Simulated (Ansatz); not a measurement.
CoPt (L1₀ or tetragonal B2, space group No. 123) at seven volumes, plane-wave PAW PBEsol (Ansatz code), shape and atoms relaxed at each. One row is withheld.

```csv
V (Å³/atom),P (GPa)
11.777,30.10
12.166,18.28
12.554,8.35
12.942,0.01
13.330,?
13.719,-12.61
14.107,-17.29
```

**Question.** Fit the shown pressures and predict the withheld one.

**Answer.** Third-order Birch–Murnaghan: P = (3/2)B₀(x^(7/2) − x^(5/2))[1 + (3/4)(B′ − 4)(x − 1)] with x = (V₀/V)^(2/3). Least squares on the six rows gives V₀ = 12.945 Å³/atom, B₀ = 250.7 GPa, B′ = 5.06. At V = 13.330, x = 0.9807 and P = -6.82 GPa. The run itself gave -6.93 GPa.

Space group P4/mmm (L1₀ or tetragonal B2). The cell was relaxed with PBEsol under the symmetry of its start. Magnetic state: ferromagnetic, chosen from 5 collinear starts compared on coarse meshes (ties went to the first, and starts can fall back to one state), not a proven ground state. Textbook magnetic order: ferromagnetic. Scalar-relativistic: spin–orbit coupling is off unless named, which matters more the heavier the elements.

Potentials: the earlier of the program's two PAW sets. The files were generated under PBE; for other functionals the program regenerates the frozen cores, and for LDA and PBEsol the local potential too.
